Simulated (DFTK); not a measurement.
BAs:

```
CELL_PARAMETERS angstrom
0.00000 2.38850 2.38850
2.38850 0.00000 2.38850
2.38850 2.38850 0.00000
ATOMIC_POSITIONS crystal
As 0.75000 0.75000 0.75000
B 0.00000 0.00000 0.00000
```

Base run:

```yaml
Program: DFTK 0.8.2
Functional: PBE
Potentials_or_basis: cp2k.nc.sr.pbe.v0_1.semicore.gth (PBE, GTH)
Cutoff: 762 eV
k_mesh: 10 × 10 × 10
Occupations: fermi-dirac, width 0.05 eV
Spin: no spin polarisation
```

Its results: band gap on the k mesh 1.17 eV, indirect (least direct gap 3.28 eV).

The run is repeated on the same cell with these changes: functional from PBE to BJ06; cutoff from 762 eV to 980 eV; k mesh from 10 × 10 × 10 to 9 × 9 × 9. What comes out?

Band gap on the k mesh 1.33 eV, indirect (least direct gap 3.53 eV).

Several settings changed at once, so the effect can't be laid on one alone.

Caveats: the program leaves the constant c of mgga_x_tb09 at 1, so the potential is Becke-Johnson's (BJ06) and not Tran and Blaha's, with levels but no total energy (some runs).

Not every run made on this cell is shown here.
